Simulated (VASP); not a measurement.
# How a change of volume changes BP (F-43m)

Strain engineering needs slopes: what does a change of volume do to the lattice and the band edges of BP?

Method: LDA; plane waves and PAW (B, P), in the first sound run; inputs show where later runs differ, in VASP 6.6.1.

## (1) The starting structure

Symmetry: F-43m, No. 216, cubic system. Conventional cell: a = 4.538 Å, b = 4.538 Å, c = 4.538 Å, α = 90.00°, β = 90.00°, γ = 90.00°. B has 4 P at 1.97 Å nearest. P has 4 B at 1.97 Å nearest. Farther neighbours are not listed.

Structure file:

```
B P
1.0
     0.00000    2.26900    2.26900
     2.26900    0.00000    2.26900
     2.26900    2.26900    0.00000
B P
1 1
Cartesian
  0.0000 0.0000 0.0000
  1.1345 1.1345 1.1345
```

## (2) Relax the crystal, LDA

The series starts from the cell that this level prefers, so that zero strain is near zero stress.

This step took 2 runs in a row; the last is shown.

Level: LDA; plane waves and PAW (B, P).

Contents of INCAR:

```
SYSTEM = BP
PREC = Accurate
ENCUT = 480
EDIFF = 1E-07
NELM = 120
ISMEAR = 0
SIGMA = 0.02
LREAL = .FALSE.
ALGO = Normal
GGA = CA
NBANDS = 10
LASPH = .TRUE.
LORBIT = 11
LWAVE = .FALSE.
LCHARG = .FALSE.
KPAR = 16
IBRION = 2
NSW = 40
ISIF = 3
EDIFFG = -0.005
POTIM = 0.4
```

Contents of POSCAR:

```
BP
1.0
    0.0000000000      2.2448005768      2.2448005768
    2.2448005768      0.0000000000      2.2448005768
    2.2448005768      2.2448005768      0.0000000000
B P
1 1
Direct
    0.0000000000      0.0000000000      0.0000000000
    0.2500000000      0.2500000000      0.2500000000
```

Contents of KPOINTS:

```
Automatic mesh
0
Gamma
11 11 11
0 0 0
```

PAW data sets: B and P (LDA family, release 64).

Run with:

```sh
$ mpirun -np 16 vasp_std
```

Output:

```text
[banner, memory and clock lines left out]
running   16 mpi-ranks, on    1 nodes
[...]
|                                                                             |
|           W    W    AA    RRRRR   N    N  II  N    N   GGGG   !!!           |
|           W    W   A  A   R    R  NN   N  II  NN   N  G    G  !!!           |
|           W    W  A    A  R    R  N N  N  II  N N  N  G       !!!           |
|           W WW W  AAAAAA  RRRRR   N  N N  II  N  N N  G  GGG   !            |
|           WW  WW  A    A  R   R   N   NN  II  N   NN  G    G                |
|           W    W  A    A  R    R  N    N  II  N    N   GGGG   !!!           |
|                                                                             |
|     For optimal performance we recommend to set                             |
|       NCORE = 2 up to number-of-cores-per-socket                            |
|     NCORE specifies how many cores store one orbital (NPAR=cpu/NCORE).      |
|     This setting can greatly improve the performance of VASP for DFT.       |
[...]
|     Unfortunately you need to use the default for GW and RPA                |
|     calculations (for HF NCORE is supported but not extensively tested      |
|     yet).                                                                   |
|                                                                             |

 LDA part: xc-table for (Slater(with rela. corr.)+CA(PZ))
 , standard interpolation
 POSCAR, INCAR and KPOINTS ok, starting setup
[...]
entering main loop
       N       E                     dE             d eps       ncg     rms          rms(c)
DAV:   1     0.771284084350E+01    0.77128E+01   -0.39718E+03  1120   0.680E+02
DAV:   2    -0.147837503994E+02   -0.22497E+02   -0.21399E+02  1566   0.111E+02
DAV:   3    -0.152987166902E+02   -0.51497E+00   -0.51420E+00  1370   0.160E+01
DAV:   4    -0.153005216122E+02   -0.18049E-02   -0.18045E-02  1412   0.108E+00
[...]
DAV:  11    -0.143991051354E+02   -0.18619E-05   -0.59788E-06  1404   0.135E-02    0.373E-02
DAV:  12    -0.143991048169E+02    0.31848E-06   -0.19057E-06  1274   0.627E-03    0.890E-03
DAV:  13    -0.143991048240E+02   -0.71263E-08   -0.64781E-08   640   0.170E-03
   1 F= -.14399105E+02 E0= -.14399105E+02  d E =-.143991E+02
[...]
reached required accuracy - stopping structural energy minimisation
```

Run time: 2.2 s. Hardware: 16 MPI ranks of Intel Xeon Platinum 8259CL at 2.50GHz (Skylake/Cascade Lake), shared host; peak memory 2 GiB.

The logs omit lines about the potential files and the build; timing stands in the text.

From OUTCAR (step 2):

```text
  Total        0.0006740      0.0006740      0.0006740      0.0000000      0.0000000      0.0000000
  in kB        0.0477292      0.0477292      0.0477292      0.0000000      0.0000000      0.0000000
  external PRESSURE =       0.0477292 kB  Pullay stress =       0.0000000 kB

 POSITION                                       TOTAL-FORCE (eV/Angst)
 -----------------------------------------------------------------------------------
      0.00000      0.00000      0.00000        -0.000000     -0.000000     -0.000000
      1.12240      1.12240      1.12240         0.000000      0.000000      0.000000
 -----------------------------------------------------------------------------------
    total drift:                                0.000000      0.000000      0.000000

  FREE ENERGIE OF THE ION-ELECTRON SYSTEM (eV)
  ---------------------------------------------------
  free  energy   TOTEN  =       -14.3991048240 eV

  energy  without entropy=      -14.3991048240  energy(sigma->0) =      -14.39910482

 reached required accuracy - stopping structural energy minimisation

[... 3 further parts left out ...]
[key lines of the parts left out:]
E-fermi :   7.8723
```

This run gave:

| Property | Result |
| --- | --- |
| energy(sigma→0) of the program | -14.3991 eV |
| stress, compression positive | xx, yy, zz 0.00, 0.00, 0.00 GPa |
| volume | 22.624 Å³ |
| ionic steps | 1 |

## (3) Relax at fixed volume, LDA

One member in full: the volume is scaled by 0.94, and the cell is held.

Level: LDA; plane waves and PAW (B, P).

Changes to INCAR since step 2:

```diff
@@ -15,7 +15,8 @@
 LCHARG = .FALSE.
-KPAR = 16
+KPAR = 4
 IBRION = 2
 NSW = 40
-ISIF = 3
-EDIFFG = -0.005
+ISIF = 2
+EDIFFG = -0.004
 POTIM = 0.4
+MAXMIX = 40
```

Contents of POSCAR:

```
BP
1.0
    0.0000000000      2.1989754619      2.1989754619
    2.1989754619      0.0000000000      2.1989754619
    2.1989754619      2.1989754619      0.0000000000
B P
1 1
Direct
    0.0000000000      0.0000000000      0.0000000000
    0.2500000000      0.2500000000      0.2500000000
```

KPOINTS is that of step 2.

Run with:

```sh
$ mpirun -np 4 vasp_std
```

Output:

```text
[banner, memory and clock lines left out]
running    4 mpi-ranks, on    1 nodes
[...]
LDA part: xc-table for (Slater(with rela. corr.)+CA(PZ))
 , standard interpolation
 POSCAR, INCAR and KPOINTS ok, starting setup
[...]
entering main loop
       N       E                     dE             d eps       ncg     rms          rms(c)
DAV:   1     0.806246058635E+01    0.80625E+01   -0.40236E+03  1128   0.687E+02
DAV:   2    -0.148187448665E+02   -0.22881E+02   -0.21975E+02  1582   0.113E+02
DAV:   3    -0.154075452833E+02   -0.58880E+00   -0.58713E+00  1314   0.165E+01
DAV:   4    -0.154101020081E+02   -0.25567E-02   -0.25565E-02  1422   0.127E+00
[...]
DAV:  11    -0.143494380273E+02   -0.16030E-05   -0.64026E-06  1350   0.139E-02    0.407E-02
DAV:  12    -0.143494377902E+02    0.23708E-06   -0.16790E-06  1264   0.612E-03    0.112E-02
DAV:  13    -0.143494377953E+02   -0.51348E-08   -0.43938E-08   626   0.151E-03
   1 F= -.14349438E+02 E0= -.14349438E+02  d E =-.143494E+02
[...]
reached required accuracy - stopping structural energy minimisation
```

Wall time 3.4 s (4 MPI ranks); peak memory 0.46 GiB; 9.9 s of CPU time.

Parts of OUTCAR (step 3):

```text
  Total        1.6174168      1.6174168      1.6174168      0.0000000     -0.0000000      0.0000000
  in kB      121.8544495    121.8544495    121.8544495      0.0000000     -0.0000000      0.0000000
  external PRESSURE =     121.8544495 kB  Pullay stress =       0.0000000 kB

 POSITION                                       TOTAL-FORCE (eV/Angst)
 -----------------------------------------------------------------------------------
      0.00000      0.00000      0.00000        -0.000000     -0.000000     -0.000000
      1.09949      1.09949      1.09949         0.000000      0.000000      0.000000
 -----------------------------------------------------------------------------------
    total drift:                                0.000000      0.000000      0.000000

  FREE ENERGIE OF THE ION-ELECTRON SYSTEM (eV)
  ---------------------------------------------------
  free  energy   TOTEN  =       -14.3494377953 eV

  energy  without entropy=      -14.3494377953  energy(sigma->0) =      -14.34943780

[... 2 parts as in an earlier step ...]

[... 2 further parts left out ...]
[key lines of the parts left out:]
E-fermi :   8.6712
```

This run gave:

| Item | Value |
| --- | --- |
| energy(sigma→0) of the program | -14.3494 eV |
| stress, compression positive | xx, yy, zz 12.19, 12.19, 12.19 GPa |
| ionic steps | 1 |

## (4) Band edges, HSE06

Short lines in KPOINTS_OPT sample the zone centre, for masses, and the other valleys.

Level: HSE06; plane waves and PAW (B, P).

Contents of INCAR:

```
SYSTEM = BP
PREC = Accurate
ENCUT = 480
EDIFF = 1E-06
NELM = 100
ISMEAR = 0
SIGMA = 0.02
LREAL = .FALSE.
ALGO = Normal
LHFCALC = .TRUE.
AEXX = 0.25
GGA = PE
HFSCREEN = 0.2
LASPH = .TRUE.
NBANDS = 9
PRECFOCK = Fast
LWAVE = .FALSE.
LCHARG = .FALSE.
KPAR = 4
```

POSCAR is that of step 3.

Contents of KPOINTS:

```
Automatic mesh
0
Gamma
6 6 6
0 0 0
```

Contents of KPOINTS_OPT:

```
Line mode
6
Line-mode
Reciprocal
  0.00000000   0.00000000   0.00000000
  0.01749889   0.01749889   0.00000000

  0.00000000   0.00000000   0.00000000
 -0.00000000  -0.01749889  -0.01749889

  0.31000000   0.31000000   0.00000000
  0.50000000   0.50000000   0.00000000

  0.00000000   0.31000000   0.31000000
  0.00000000   0.50000000   0.50000000

  0.45000000   0.45000000   0.45000000
  0.50000000   0.50000000   0.50000000

  0.45000000   0.00000000   0.00000000
  0.50000000   0.00000000   0.00000000

  0.42500000   0.42500000   0.00000000
  0.42500000   0.44249889   0.01749889

  0.50000000   0.50000000   0.50000000
  0.48762642   0.51237358   0.50000000
```

Run with:

```sh
$ mpirun -np 4 vasp_std
```

Output:

```text
[banner, memory and clock lines left out]
running    4 mpi-ranks, on    1 nodes
[...]
|                                                                             |
|               ----> ADVICE to this user running VASP <----                  |
|                                                                             |
|     You enforced a specific xc type in the INCAR file but a different       |
|     [... a line on the potential file left out ...]
|     I HOPE YOU KNOW WHAT YOU ARE DOING!                                     |
|                                                                             |

 LDA part: xc-table for (Slater+PW92), standard interpolation
 found WAVECAR, reading the header
 POSCAR, INCAR and KPOINTS ok, starting setup
[...]
reading WAVECAR
 the WAVECAR file was read successfully
 initial charge from wavefunction
 entering main loop
       N       E                     dE             d eps       ncg     rms          rms(c)
DAV:   1    -0.149029992809E+02   -0.14903E+02   -0.64626E-01   309   0.744E+00    0.368E+00
DAV:   2    -0.149064562971E+02   -0.34570E-02   -0.13306E-02   385   0.908E-01    0.242E+00
DAV:   3    -0.149055401829E+02    0.91611E-03   -0.51965E-04   392   0.158E-01    0.137E+00
DAV:   4    -0.149052052485E+02    0.33493E-03   -0.12632E-04   319   0.865E-02    0.769E-01
[...]
DAV:   8    -0.149050390104E+02    0.40475E-05   -0.13758E-06   217   0.110E-02    0.784E-02
DAV:   9    -0.149050379125E+02    0.10980E-05   -0.50576E-07   166   0.637E-03    0.441E-02
DAV:  10    -0.149050376175E+02    0.29495E-06   -0.18006E-07   158   0.369E-03
   1 F= -.14905038E+02 E0= -.14905038E+02  d E =-.549342E-30
 Start KPOINTS_OPT (optional k-point list driver)
k-point batch [1-16\48]
       N       E                     dE             ncg
DAV:   1     0.917135506126E+03   -0.21467E+03      288
DAV:   2     0.430097587855E+03   -0.48704E+03      471
DAV:   3     0.388156308319E+03   -0.41941E+02      335
DAV:   4     0.387916372978E+03   -0.23994E+00      412
DAV:   5     0.387913200125E+03   -0.31729E-02      436
DAV:   6     0.387913185571E+03   -0.14554E-04      407
DAV:   7     0.387913185489E+03   -0.82099E-07      382
[...]
k-point batch [33-48\48]
       N       E                     dE             ncg
DAV:   1     0.498136625839E+03   -0.44368E+04      288
DAV:   2     0.128494113014E+03   -0.36964E+03      399
DAV:   3     0.110466059395E+03   -0.18028E+02      364
DAV:   4     0.110339602566E+03   -0.12646E+00      439
DAV:   5     0.110339033657E+03   -0.56891E-03      432
DAV:   6     0.110339032551E+03   -0.11055E-05      416
DAV:   7     0.110339032549E+03   -0.26613E-08      416
```

Wall time 1.7 min (4 MPI ranks); peak memory 0.94 GiB; 5.5 min of CPU time.

OUTCAR, selected parts (step 4):

```text
  LATTYP: Found a face centered cubic cell.
 ALAT       =     4.3979509238

 Subroutine GETGRP returns: Found 24 space group operations
 (whereof 24 operations were pure point group operations)

The static configuration has the point symmetry T_d .

 Found     16 irreducible k-points:

   k-points           NKPTS =     16   k-points in BZ     NKDIM =    216   number of bands    NBANDS=      9

   dimension x,y,z NGX =    24 NGY =   24 NGZ =   24
   dimension x,y,z NGXF=    48 NGYF=   48 NGZF=   48

   ENCUT  =  480.0 eV  35.28 Ry    5.94 a.u.   5.56  5.56  5.56*2*pi/ulx,y,z

   NELECT =       8.0000    total number of electrons

  exchange ACFDT corr.  =         0.00000000  see jH, gK, PRB 81, 115126

 E-fermi :   8.4592

 k-point     1 :       0.0000    0.0000    0.0000
  band No.  band energies     occupation
      1      -9.6978      2.00000
      2       8.3031      2.00000
      3       8.3031      2.00000
      4       8.3031      2.00000
      5      12.8292      0.00000
      6      12.8292      0.00000
      7      12.8292      0.00000
      8      18.5518      0.00000
      9      21.6667      0.00000

 k-point     2 :       0.1667    0.0000    0.0000
  band No.  band energies     occupation
      1      -9.1090      2.00000
      2       5.0528      2.00000
      3       7.5457      2.00000
      4       7.5457      2.00000
      5      13.6656      0.00000
      6      13.8628      0.00000
      7      13.8628      0.00000
      8      19.5804      0.00000
      9      20.6344      0.00000

 POSITION                                       TOTAL-FORCE (eV/Angst)
 -----------------------------------------------------------------------------------
      0.00000      0.00000      0.00000        -0.000000     -0.000000     -0.000000
      1.09949      1.09949      1.09949         0.000000      0.000000      0.000000
 -----------------------------------------------------------------------------------
    total drift:                                0.000000     -0.000000      0.000001

  FREE ENERGIE OF THE ION-ELECTRON SYSTEM (eV)
  ---------------------------------------------------
  free  energy   TOTEN  =       -14.9050376175 eV

  energy  without entropy=      -14.9050376175  energy(sigma->0) =      -14.90503762

[... 1 part as in an earlier step ...]

[... 7 further parts left out ...]
```

Numbers from this step:

- energy(sigma→0) of the program: -14.9050 eV

## (5) The table

Hybrid runs start from orbitals of a short LDA run, not shown.

Runs beyond LDA use the data sets made with LDA; this shifts their levels slightly, and their total energies have another zero.

The other members went through these steps as far as the tables show, with the same cutoff and, step by step, the same mesh; 26 runs are not shown. The session took 1.0 core hours (wall time by ranks) on a shared machine.

| volume over the relaxed volume | volume (Å³/atom) | pressure (GPa) | energy above the unstrained row (meV/atom) | gap on the mesh, LDA (eV) |
| --- | --- | --- | --- | --- |
| 0.940 | 10.633 | 12.185 | 24.834 | 1.079 |
| 0.955 | 10.803 | 8.806 | 13.675 | 1.105 |
| 0.970 | 10.973 | 5.661 | 5.978 | 1.129 |
| 0.985 | 11.142 | 2.732 | 1.489 | 1.153 |
| 1 | 11.312 | 0.005 | 0.000 | 1.176 |
| 1.015 | 11.482 | -2.535 | 1.290 | 1.198 |
| 1.030 | 11.651 | -4.899 | 5.190 | 1.220 |
| 1.045 | 11.821 | -7.102 | 11.494 | 1.241 |
| 1.060 | 11.991 | -9.151 | 20.051 | 1.261 |

A cubic of the pressure in ln(V/V₀) through all rows has the slope −B at V₀: B = 175 GPa, and its curvature gives B′ = 3.8.

Band edges at HSE06, counted from the valence-band top at Γ, with one row partly withheld:

| volume over the relaxed volume | gap (eV) | conduction band at Γ (eV) | Δ or X valley along z (eV) | lowest conduction level at L, [111] (eV) | second valence level below the top (eV) | third valence level below the top (eV) |
| --- | --- | --- | --- | --- | --- | --- |
| 0.940 | 1.829 | 4.526 | 1.827 | 5.354 | 0.000 | 0.000 |
| 0.955 | 1.854 | 4.494 | 1.853 | 5.248 | 0.000 | 0.000 |
| 0.970 | 1.878 | 4.463 | 1.878 | 5.144 | 0.000 | 0.000 |
| 0.985 | ? | 4.435 | ? | 5.043 | 0.000 | 0.000 |
| 1 | 1.925 | 4.408 | 1.925 | 4.944 | 0.000 | 0.000 |
| 1.015 | 1.947 | 4.382 | 1.947 | 4.848 | 0.000 | 0.000 |
| 1.030 | 1.969 | 4.358 | 1.968 | 4.753 | 0.000 | 0.000 |
| 1.045 | 1.990 | 4.335 | 1.988 | 4.662 | 0.000 | 0.000 |
| 1.060 | 2.011 | 4.314 | 2.008 | 4.572 | 0.000 | 0.000 |

## (6) A fit to the known rows

The quantity to fit is the Δ or X valley above the valence top at HSE06: 1.827, 1.853, 1.878, 1.925, 1.947, 1.968, 1.988, 2.008 eV in the rows shown.

A least-squares parabola through the 8 rows shown, with u the logarithm of the volume ratio: E = − 1.247 u² + 1.500 u + 1.925 (eV), r.m.s. residual 7.9e-5 eV.

For the withheld row, u = -0.01511, the fit gives 1.9019 eV.

## (7) The withheld row

The calculation gives 1.9019 eV, so the prediction is right to the last digit shown.

## (8) Summary of results

```json
{
  "bulk modulus": "175 GPa",
  "gap of the unstrained cell, HSE06": "1.93 eV",
  "dE/d ln V of the Δ or X valley above the valence top, HSE06": "1.50 eV",
  "error of the predicted row": "0.0 meV"
}
```

What this shows: At HSE06 the lowest conduction valley is Δ or X throughout, and the gap runs between 1.83 and 2.01 eV. Hole masses are left out throughout, since the top bands are degenerate or cross in many series; of conduction masses, those of the Γ, L and (for Si and Ge under (001) strain) Δ valleys are kept where they change by under an eighth between rows. HSE06 ran on a coarser mesh than the semilocal levels. Spin-orbit coupling is left out at HSE06, so the valence splittings there lack it. Δ or X levels are the lowest on their line, refined by a parabola unless they lie at X; the gap is read from all points sampled and can differ from the lowest valley by some meV, or by tens of meV where strain moves the valence top off Γ. Temperature, zero-point motion and excitons are left out.

[Lines on the potential files, build, host, timing and source positions are cut from VASP's logs without a mark.]

[Logs are printed without paths, hosts, clocks, repeated set-up lines and the standing remarks that a program may print on its own settings, such as how far it seeks lower states.]

[Hosts, paths, dates, database ids (printed as entryN), source tags and the programs' standing remarks are cut or masked in the printed files.]

[In band tables of VASP the shares of atoms and orbitals are scaled to a sum of 1 inside the atoms' spheres.]
